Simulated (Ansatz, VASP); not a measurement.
## KCl: VASP beside Ansatz

INCAR

```
  PREC = Accurate
  ENCUT = 520
  EDIFF = 1E-8
  ISMEAR = -1
  SIGMA = 0.03
  LREAL = False
  LASPH = True
  NELM = 80
  ALGO = Normal
  ISIF = 2
  LWAVE = False
  LCHARG = False
  GGA = PE
  LEFG = True
  NBANDS = 15
```

Contents of KPOINTS:

```
Automatic mesh
0
Gamma
  7 7 7
```

File POSCAR:

```
KCl
1.0
    0.0000000000      3.1770019336      3.1770019336
    3.1770019336      0.0000000000      3.1770019336
    3.1770019336      3.1770019336      0.0000000000
K Cl
1 1
Direct
    0.0000000000      0.0000000000      0.0000000000
    0.5000000000      0.5000000000      0.5000000000
```

Input for Ansatz:

```yaml
crystal:
  lattice:
    - [0.0, 3.1770019336, 3.1770019336]
    - [3.1770019336, 0.0, 3.1770019336]
    - [3.1770019336, 3.1770019336, 0.0]
  atoms:
    - { symbol: K, position: [0.0, 0.0, 0.0] }
    - { symbol: Cl, position: [0.5, 0.5, 0.5] }
kpoints:
  mp_grid: { grid: [7, 7, 7] }
scf:
  occupations: { method: fermi_dirac, width: 0.03 }
hamiltonian:
  xc: pbe
  pseudopotentials: { kind: all_electron, datasets: crystal }
output:
  forces: true
  stress: true
  eigenvalues: true
  efg: { contact_densities: true }
```

Change from the starting cell: volume scaled by 1.02, crystal datasets.

Alike in both runs: task electric field gradients; functional PBE; k mesh 7 × 7 × 7; occupations fermi-dirac, width 0.03 eV; no spin polarisation.

|  | VASP | Ansatz |
| --- | --- | --- |
| version | VASP 6.6.1 | Ansatz 0.2.0 |
| potentials or method | VASP PAW PBE potentials, release 64 (K_sv, Cl) | all-electron PAW with datasets made for the crystal, scalar-relativistic |
| plane-wave cutoff (eV) | 520 | see its input |

```csv
,VASP,Ansatz,Ansatz less VASP
gap on the k mesh at the Fermi level (eV),5.09,5.09,+0.001
pressure (GPa),0.2,0.2,-0.02
Vzz of the field gradient on the site that differs most (V/Å²),0.0,0.0,0.00
```

Ansatz ran all-electron here, so the differences hold the error of VASP's frozen core and of both bases.

Caveats: an odd mesh through Γ misses points on the zone boundary, where band edges often lie.
